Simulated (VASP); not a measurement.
MgO:

```xyz
2
Lattice="0.0000 2.0970 2.0970 2.0970 0.0000 2.0970 2.0970 2.0970 0.0000" Properties=species:S:1:pos:R:3 pbc="T T T"
Mg    0.0000    0.0000    0.0000
O     2.0970    2.0970    2.0970
```

The cell is a database's computed one.

Base run:

- Program: VASP 6.6.1
- Functional: PBEsol
- Potentials or basis: VASP PAW PBE potentials, release 64 (Mg, O)
- Cutoff: 520 eV
- k mesh: 11 × 11 × 11
- Occupations: fermi-dirac, width 0.05 eV
- Spin: no spin polarisation

Its results: band gap on the k mesh 4.76 eV, direct; pressure 1.9 GPa.

Question: The run is repeated on the same cell with these changes: functional from PBEsol to PBE; occupations from fermi-dirac, width 0.05 eV to gaussian, width 0.018 eV. What comes out?

Answer: Band gap on the k mesh 4.85 eV, direct; pressure 6.2 GPa.

Caveats: an odd mesh through Γ misses points on the zone boundary, where band edges often lie; the PAW data sets were made with another functional, which shifts forces and pressure a little (some runs).

Not every run made on this cell is shown here.
